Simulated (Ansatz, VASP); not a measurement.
**One calculation of In, two programs**

```
In
1.0
    -1.97130    1.97130    1.97130
     1.97130   -1.97130    1.97130
     1.97130    1.97130   -1.97130
In
1
Direct
  0.00000 0.00000 0.00000
```

Alike in both runs: task single point; functional PBE; k mesh 16 × 16 × 16; occupations gaussian, width 0.1 eV; no spin polarisation.

```csv
,VASP,Ansatz
version,VASP 6.6.1,Ansatz 0.2.0
potentials or method,"VASP PAW PBE potentials, release 64 (In_d)","scalar-relativistic, plane waves, PAW"
plane-wave cutoff (eV),520,420
valence electrons in the cell,13,13
```

```csv
,VASP,Ansatz,Ansatz less VASP
gap on the k mesh at the Fermi level (eV),none,none,-
pressure (GPa),-2.6,-2.6,+0.02
```

A gap of «none» marks a metal or a gap that the smearing closes.
